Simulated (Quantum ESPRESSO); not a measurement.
**BP in Quantum ESPRESSO: the effect of functional**

The system is BP.

```
CELL_PARAMETERS angstrom
0.00000 2.26900 2.26900
2.26900 0.00000 2.26900
2.26900 2.26900 0.00000
ATOMIC_POSITIONS crystal
P 0.75000 0.75000 0.75000
B 0.00000 0.00000 0.00000
```

Alike in all runs:

| Item | Value |
| --- | --- |
| Program | Quantum ESPRESSO 7.5 |
| Task | phonons |
| Cutoff | 1034 eV |
| Density cutoff | 4136 eV |
| k mesh | 6 × 6 × 6, shifted |
| Occupations | fermi-dirac, width 0.05 eV |
| Spin | no spin polarisation |

Each run relaxes the cell or the atoms first.

Question: One run gave: relaxed volume 11.29 Å³/atom; dielectric constant 9.13 mean; highest phonon frequency 821 cm⁻¹. Which functional did it use?
A. LDA
B. RPBE
C. PBE
D. vdW-DF-cx
E. revPBE

Answer: A.

```csv
functional,potentials or basis,relaxed volume (Å³/atom),dielectric constant (mean),highest phonon frequency (cm⁻¹)
PBE,PseudoDojo 0.4.1 SR PBE standard,11.75,9.12,800
LDA,PseudoDojo 0.4.1 SR LDA standard,11.29,9.13,821
revPBE,PseudoDojo 0.4.1 SR PBE standard,11.80,9.06,797
RPBE,PseudoDojo 0.4.1 SR PBE standard,11.82,9.04,796
PW91,PseudoDojo 0.4.1 SR PBE standard,11.78,9.09,797
vdW-DF-cx,PseudoDojo 0.4.1 SR PBE standard,11.67,9.19,805
```

Caveats: the potentials were made for another functional, which shifts forces and pressure (some runs).

Not every run made on this cell is shown here.
